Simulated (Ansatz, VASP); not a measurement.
Two plane-wave programs on Ta

```
Ta
1.0
    -1.65128    1.65128    1.65128
     1.65128   -1.65128    1.65128
     1.65128    1.65128   -1.65128
Ta
1
Direct
  0.00000 0.00000 0.00000
```

Alike in both runs: task single point; functional PBEsol; dispersion D4; k mesh 13 × 13 × 13; occupations methfessel-paxton of order 1, width 0.1 eV; no spin polarisation.

|  | VASP | Ansatz |
| --- | --- | --- |
| version | VASP 6.6.1 | Ansatz 0.2.0 |
| potentials or method | VASP PAW PBE potentials, release 64 (Ta_pv) | plane waves, PAW |
| plane-wave cutoff (eV) | 520 | 550 |
| valence electrons in the cell | 11 | 13 |

```csv
,VASP,Ansatz,Ansatz less VASP
pressure (GPa),-4.5,-4.7,-0.15
dispersion energy (meV/atom),-185.9,-186.1,-0.16
```

The two sets of potentials don't hold the same shells in valence.

Caveats: the PAW data sets were made with another functional, which shifts forces and pressure a little (VASP); pairwise dispersion overbinds metals, which lowers pressure and volume. Spin-orbit coupling is left out, which matters for the levels of Ta.
